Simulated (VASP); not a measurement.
Wanted: the native input for a VASP 6.6.1 run.

```
Task                   : single point
Functional             : PBE
Potentials or basis    : VASP PAW PBE potentials, release 64 (C, O)
Cutoff                 : 520 eV
k mesh                 : 4 × 4 × 4
Occupations            : fermi-dirac, width 0.02 eV
Spin                   : no spin polarisation
Dipole correction      : no
Further INCAR settings : LREAL = Auto; ALGO = Normal; EDIFF = 1e-06; NBANDS = 82
```

The structure of CO2 lies in POSCAR:

```
CO2
1.0
    4.3141500000      2.4907756638      3.5346666667
   -4.3141500000      2.4907756638      3.5346666667
    0.0000000000     -4.9815513276      3.5346666667
C O
8 16
Direct
    0.0000000000      0.0000000000      0.0000000000
    0.5000000000      0.5000000000      0.5000000000
    0.2500000000      0.4997807261      0.0002192739
    0.0002192739      0.2500000000      0.4997807261
    0.4997807261      0.0002192739      0.2500000000
    0.7500000000      0.5002192739      0.9997807261
    0.9997807261      0.7500000000      0.5002192739
    0.5002192739      0.9997807261      0.7500000000
    0.3506104755      0.3853058458      0.8863154170
    0.8863154170      0.3506104755      0.3853058458
    0.3853058458      0.8863154170      0.3506104755
    0.6136845830      0.1146941542      0.1493895245
    0.1146941542      0.1493895245      0.6136845830
    0.1493895245      0.6136845830      0.1146941542
    0.6493895245      0.6146941542      0.1136845830
    0.1136845830      0.6493895245      0.6146941542
    0.6146941542      0.1136845830      0.6493895245
    0.3863154170      0.8853058458      0.8506104755
    0.8853058458      0.8506104755      0.3863154170
    0.8506104755      0.3863154170      0.8853058458
    0.1095011987      0.1095011987      0.1095011987
    0.3904988013      0.3904988013      0.3904988013
    0.8904988013      0.8904988013      0.8904988013
    0.6095011987      0.6095011987      0.6095011987
```

The cell isn't the ideal one: ions relaxed at fixed cell.

One way to write it, as run:

INCAR

```
  PREC = Accurate
  ENCUT = 520
  EDIFF = 1E-6
  ISMEAR = -1
  SIGMA = 0.02
  LREAL = Auto
  LASPH = T
  NELM = 80
  ALGO = Normal
  ISIF = 2
  LWAVE = F
  LCHARG = F
  GGA = PE
  NBANDS = 82
```

KPOINTS

```
regular mesh
0
Gamma
  4 4 4
```

Potentials or basis: VASP PAW PBE potentials, release 64 (C, O).

The run is started by

```bash
$ cat potpaw_PBE.64/C/POTCAR potpaw_PBE.64/O/POTCAR > POTCAR
$ mpirun -np 1 vasp_std > vasp.out
```

It gave:

- Pressure: 19.7 GPa
- Largest force: 0.672 eV/Å
- Band gap on the k mesh: 6.40 eV, indirect (least direct gap 6.58 eV)

Caveat: the standard files for N, O and F lose accuracy on very short bonds; so large a pressure means that the cell lies far from this level's equilibrium, or that cutoff or potentials fall short.

Run time: 4.1 min on 1 thread of Intel(R) Xeon(R) Platinum 8488C (Sapphire Rapids) (shared host), peak memory 0.39 GiB.
